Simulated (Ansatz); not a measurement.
All-electron card of CuI

```xyz
2
Lattice="0.0000 3.0395 3.0395 3.0395 0.0000 3.0395 3.0395 3.0395 0.0000" Properties=species:S:1:pos:R:3 pbc="T T T"
Cu    0.0000    0.0000    0.0000
I     1.5198    1.5198    1.5198
```

Atoms are numbered in the order listed.

The cell was built from the zincblende type and relaxed in the same program, and has space group F-43m; it needn't be a known or the stable phase.

No spin–orbit coupling, which matters for the heavy atoms here.

All numbers are computed: DFT, PBE, all-electron LAPW, scalar-relativistic (Ansatz 0.2.0); DFT, PBE, PAW with Ansatz's default frozen-core files, scalar-relativistic (Ansatz 0.2.0).

For LAPW: a Γ-centred 12×12×12 k mesh, Fermi–Dirac smearing of 0.05 eV, basis error target 1 meV/atom, no spin polarisation. PAW takes a cutoff of 420 eV at this cell. The Ansatz runs share mesh, smearing and spin set-up. Values come from LAPW unless marked.

| Property | Result |
| --- | --- |
| Band gap | 1.10 eV, direct at Γ |
| Pressure at this cell | 0.1 kbar |
| Volume per atom | 28.08 Å³ |

(1) Predict this quantity. Löwdin charges (with 0.17 e of the cell spilling out of the atomic basis, so their sizes and signs hang on that basis).

(2) Predict this quantity. Bader charges (from the PAW run).

Results:

(1) Cu1 0.45, I2 -0.28 e.

(2) Cu1 +0.31, I2 -0.31 e.
